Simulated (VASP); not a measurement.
**Ca: relaxation of cell and atoms with r2SCAN**

Ca:

```xyz
1
Lattice="0.0000 2.7942 2.7942 2.7942 0.0000 2.7942 2.7942 2.7942 0.0000" Properties=species:S:1:pos:R:3 pbc="T T T"
Ca    0.0000    0.0000    0.0000
```

```
Program                : VASP 6.6.1
Task                   : relaxation of cell and atoms
Functional             : r2SCAN
Potentials or basis    : VASP PAW PBE potentials, release 64 (Ca_sv)
Cutoff                 : 600 eV
k mesh                 : 12 × 12 × 12
Occupations            : methfessel-paxton, width 0.1 eV
Spin                   : no spin polarisation
Further INCAR settings : ALGO = Normal; EDIFF = 1e-06; IBRION = 2; EDIFFG = -0.01; NSW = 90; ISIF = 3
```

| Item | Value |
| --- | --- |
| Relaxed volume | 43.44 Å³/atom |
| Relaxed cell | a = 3.946 Å, b = 3.946 Å, c = 3.946 Å, α = 60.00°, β = 60.00°, γ = 60.00° |
| Space group after relaxing (to 0.05 Å) | Fm-3m (No. 225) |
| Energy gained by relaxing | 0.1 meV/atom |
| Ionic steps | 2 |
| Pressure after relaxing | 0.0 GPa |
| Band gap on the k mesh | none (metal or under the smearing width) |

Final structure:
```
CELL_PARAMETERS angstrom
0.00000 2.79018 2.79018
2.79018 0.00000 2.79018
2.79018 2.79018 0.00000
ATOMIC_POSITIONS crystal
Ca 0.00000 0.00000 0.00000
```

Levels at points of the mesh, in eV from the Fermi level:
| k point | band 3 | band 4 | band 5 | band 6 | band 7 | band 8 |
| --- | --- | --- | --- | --- | --- | --- |
| (0.00, 0.00, 0.00) | -23.88 | -23.88 | -4.24 | 2.66 | 2.66 | 2.66 |
| (0.50, 0.00, 0.00) | -23.90 | -23.90 | -0.94 | -0.31 | 2.53 | 2.53 |
| (0.50, 0.50, 0.00) | -23.93 | -23.93 | -0.38 | 0.77 | 0.89 | 4.44 |

It took 2.7 min on 1 thread of Intel(R) Xeon(R) Platinum 8259CL CPU @ 2.50GHz (Skylake/Cascade Lake) (shared host), peak memory 0.21 GiB.

Caveat: the PAW data sets were made with another functional, which shifts forces and pressure a little.
